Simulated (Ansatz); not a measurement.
Runs of Ansatz 0.2.0 on Fe. Symmetry: Fmmm, No. 69, orthorhombic system. The conventional cell has a = 2.997 Å, b = 3.883 Å, c = 3.930 Å, α = 90.00°, β = 90.00°, γ = 90.00°. Around Fe (site symmetry mmm) lie 12 Fe at 2.45 to 2.76 Å. 

```csv
task,level,cell,k mesh,smearing,points for each segment of the path,gap on the mesh (eV),pressure (GPa),moment (μB),relaxed volume (Å³/atom)
single point,PBE,as given,13 × 13 × 13,gaussian 0.026 eV,-,none,-1.3,2.17,-
relaxation of cell and atoms,BLYP,relaxed,13 × 13 × 13,fermi-dirac 0.05 eV,-,none,0.0,2.16,(b)
single point,PBE,as given,13 × 13 × 13,gaussian 0.028 eV,-,none,-1.3,2.17,-
single point,PBE,as given,13 × 13 × 13,gaussian 0.027 eV,-,none,-1.3,2.17,-
band structure,BLYP,as given,13 × 13 × 13,fermi-dirac 0.05 eV,14,none,(a),2.14,-
single point,PBE,as given,13 × 13 × 13,gaussian 0.018 eV,-,none,-1.3,2.17,-
single point,PBE,as given,13 × 13 × 13,gaussian 0.013 eV,-,none,-1.3,2.17,-
single point,PBE,as given,13 × 13 × 13,gaussian 0.014 eV,-,none,-1.3,2.17,-
phonons,LDA,as given,10 × 10 × 10,fermi-dirac 0.05 eV,-,none,-,2.15,-
single point,PBE,as given,13 × 13 × 13,gaussian 0.02 eV,-,none,-1.3,2.17,-
single point,PBE,as given,13 × 13 × 13,gaussian 0.022 eV,-,none,-1.3,2.17,-
relaxation of cell and atoms,revPBE,relaxed,13 × 13 × 13,fermi-dirac 0.05 eV,-,none,0.0,2.17,11.57
```

Alike in all rows: potentials or basis Ansatz PAW; spin collinear, ferromagnetic start; cutoff (eV) 420.

Fill in the values left out.

(a) 7.0; (b) 11.81.

Caveats: the PAW data sets come from PBE, with cores solved anew for the run's functional, which leaves a small shift of forces and pressure (some runs); the plane-wave basis is chosen anew once the cell has moved, so the energies of steps on either side of that aren't comparable (some runs).

A gap of «none» marks a metal or a gap under the smearing width.
